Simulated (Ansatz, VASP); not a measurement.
LiCl: VASP beside Ansatz

INCAR

```
PREC = Accurate ; ENCUT = 520
EDIFF = 1E-7 ; ISMEAR = -1
SIGMA = 0.02 ; LREAL = F
LASPH = T ; NELM = 60
ALGO = Normal ; ISIF = 2
LWAVE = F ; LCHARG = F
GGA = PE ; NBANDS = 12
```

Contents of KPOINTS:

```
regular mesh
0
Gamma
  8 8 8
```

File POSCAR:

```
LiCl
1.0
    0.0412373968      2.5972743894      2.5972743894
    2.5972743894      0.0412373968      2.5972743894
    2.5972743894      2.5972743894      0.0412373968
Li Cl
1 1
Direct
    0.0000000000      0.0000000000      0.0000000000
    0.5000000000      0.5000000000      0.5000000000
```

Input for Ansatz:

```yaml
crystal:
  lattice:
    - [0.0412373968, 2.5972743894, 2.5972743894]
    - [2.5972743894, 0.0412373968, 2.5972743894]
    - [2.5972743894, 2.5972743894, 0.0412373968]
  atoms:
    - { symbol: Li, position: [0.0, 0.0, 0.0] }
    - { symbol: Cl, position: [0.5, 0.5, 0.5] }
kpoints:
  mp_grid: { grid: [8, 8, 8] }
  band_path:
    path:
      - [0.0, 0.0, 0.0]
      - [0.5, 0.0, 0.5]
      - [0.625, 0.25, 0.625]
      - [0.375, 0.375, 0.75]
      - [0.5, 0.5, 0.5]
      - [0.5, 0.25, 0.75]
      - [0.0625, 0.0625, 0.119792]
    npoints: 1
hamiltonian:
  xc: pbe
scf:
  occupations: { method: fermi_dirac, width: 0.02 }
  n_extra_bands: 4
output:
  forces: true
  stress: true
  eigenvalues: true
```

Change from the starting cell: shear_111 strain +2.4%.

Alike in both runs: task single point; functional PBE; k mesh 8 × 8 × 8; occupations fermi-dirac, width 0.02 eV; no spin polarisation.

|  | VASP | Ansatz |
| --- | --- | --- |
| version | VASP 6.6.1 | Ansatz 0.2.0 |
| potentials or method | VASP PAW PBE potentials, release 64 (Li_sv, Cl) | plane waves, PAW |
| plane-wave cutoff (eV) | 520 | 420 |
| valence electrons in the cell | 10 | 10 |

```tsv
	VASP	Ansatz	Ansatz less VASP
gap on the k mesh at the Fermi level (eV)	6.21	6.20	-0.012
```

 A k mesh can miss the band edges.
